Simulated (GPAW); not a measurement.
Runs of GPAW 26.7.0 on LiF (Griceite). The structure is cubic, space group Fm-3m (No. 225). Conventional cell: a = 4.028 Å, b = 4.028 Å, c = 4.028 Å, α = 90.00°, β = 90.00°, γ = 90.00°. F (site symmetry m-3m) is surrounded by 6 Li at 2.01 Å. Li (site symmetry m-3m) has 6 F at 2.01 Å as nearest neighbours. 

| task | level | potentials or basis | cell | cutoff (eV) | smearing | maxiter | older calculator (legacy_gpaw) | convergence | supercell | supercell k mesh | other keys | gap on the mesh (eV) | pressure (GPa) |
| --- | --- | --- | --- | --- | --- | --- | --- | --- | --- | --- | --- | --- | --- |
| single point | RPBE | the program's PAW data sets (release 1.2.1) made for this functional, pw | the cell as VASP's run set it | 800 | gaussian 0.1 eV | 150 | - | - | - | - | - | 9.33 | (a) |
| phonons | optB88-vdW | GPAW PAW data sets (gpaw-data 1.2.1), pw | atoms relaxed | 680 | fermi-dirac 0.05 eV | 150 | yes | density=1e-06 eigenstates=1e-09 | 2 × 2 × 2 | 6 × 6 × 6 | - | 9.24 | - |
| Wannier functions | PBE | GPAW PAW data sets (gpaw-data 1.2.1), pw | as given | 800 | marzari-vanderbilt 0.2 eV | 100 | - | - | - | - | several, not listed | 9.07 | 2.0 |
| single point | PBE | GPAW PAW data sets (gpaw-data 1.2.1), pw | the cell as VASP's run set it | 800 | gaussian 0.05 eV | 150 | - | - | - | - | - | 9.07 | 2.0 |

Alike in all rows: no spin polarisation; k mesh 11 × 11 × 11.

Task: Fill in the values left out.

Result: (a) 6.2.

Caveats: an odd mesh through Γ misses points on the zone boundary, where band edges often lie; the cutoff is short for stress and forces, so pressures can be off by a GPa or more (some runs); the LO-TO splitting is left out (some runs); phonon bands are interpolated from a small supercell (some runs); the PAW data sets were made with another functional, which shifts forces and pressure a little (some runs); this smearing can pin the Fermi level at a band edge (some runs).
